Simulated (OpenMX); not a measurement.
Crystal: SnO2 (Cassiterite).

```xyz
6
Lattice="4.7380 0.0000 0.0000 0.0000 4.7380 0.0000 0.0000 0.0000 3.1865" Properties=species:S:1:pos:R:3 pbc="T T T"
Sn    2.3690    2.3690    1.5933
Sn    0.0000    0.0000    0.0000
O     3.8240    0.9140    1.5933
O     3.2830    3.2830    0.0000
O     0.9140    3.8240    1.5933
O     1.4550    1.4550    0.0000
```

Program: OpenMX 3.8.5. Alike in all runs: task band structure; no spin polarisation; cell as given; k mesh 7 × 7 × 9; smearing fermi-dirac 0.05 eV.

Task: Order these runs on this cell by their pressure, lowest first.
A. level PBE; potentials or basis OpenMX 2013 PBE set, Sn7.0-s3p2d2f1, O6.0-s3p2d2, grid cutoff 500 Ry
B. level PBE; potentials or basis OpenMX 2013 PBE set, Sn7.0-s3p2d1, O6.0-s2p2, grid cutoff 500 Ry
C. level LDA; potentials or basis OpenMX 2013 LDA set, Sn7.0-s3p2d2, O6.0-s2p2d1, grid cutoff 500 Ry

Result: C (6.6 GPa), A (13.3 GPa), B (17.9 GPa).

Caveats: the basis of atomic orbitals isn't converged, which shifts pressures, moduli and gaps; so large a pressure means that the cell lies far from this level's equilibrium, or that cutoff or potentials fall short (some runs).

Not every run made on this cell is shown here.
